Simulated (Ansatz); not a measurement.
We consider skutterudite CoSb₃, described by PBE0 (Ansatz, a program for electronic structure, plane waves, PAW).

Run with plane-wave cutoff 460 eV, 4×4×4 k mesh, Fermi–Dirac smearing 0.01 eV, no spin polarisation, scalar-relativistic PAW data made under PBE.

Cell (measured lattice):

```cif
data_Co8Sb24
_chemical_formula_sum 'Co8 Sb24'
_space_group_name_H-M_alt 'Im-3'
_space_group_IT_number 204
_space_group_name_Hall '-I 2 2 3'
_cell_length_a 9.03708
_cell_length_b 9.03708
_cell_length_c 9.03708
_cell_angle_alpha 90.000
_cell_angle_beta 90.000
_cell_angle_gamma 90.000
loop_
_atom_site_label
_atom_site_type_symbol
_atom_site_symmetry_multiplicity
_atom_site_Wyckoff_symbol
_atom_site_fract_x
_atom_site_fract_y
_atom_site_fract_z
_atom_site_occupancy
Co1 Co 8 c 0.25000 0.25000 0.25000 1
Sb1 Sb 24 g 0.00000 0.33324 0.15976 1
```
(The calculation used a cell of 16 atoms; values per cell refer to that cell.)

Problem. Give the computed band gap and smallest direct gap on the k points sampled.

Solution. 
* **band gap**: 1.35 eV (on the SCF k mesh)
* **smallest direct gap on the k points sampled**: 1.39 eV

Measured, for comparison: band gap 0.63 eV (temperature not stated, no zero-point or thermal correction; as tabulated in Kim et al. (2020), doi:10.1038/s41597-020-00723-8).

Note: cell and atoms aren't relaxed at this level (largest force component 0.26 eV/Å, pressure -1.3 GPa).

Spin–orbit coupling is not included; with these elements it can move the gap by several tenths of an eV or more.

Static lattice: no zero-point or thermal effects.

It cost about 22 core-minutes (a rough figure) of CPU time.
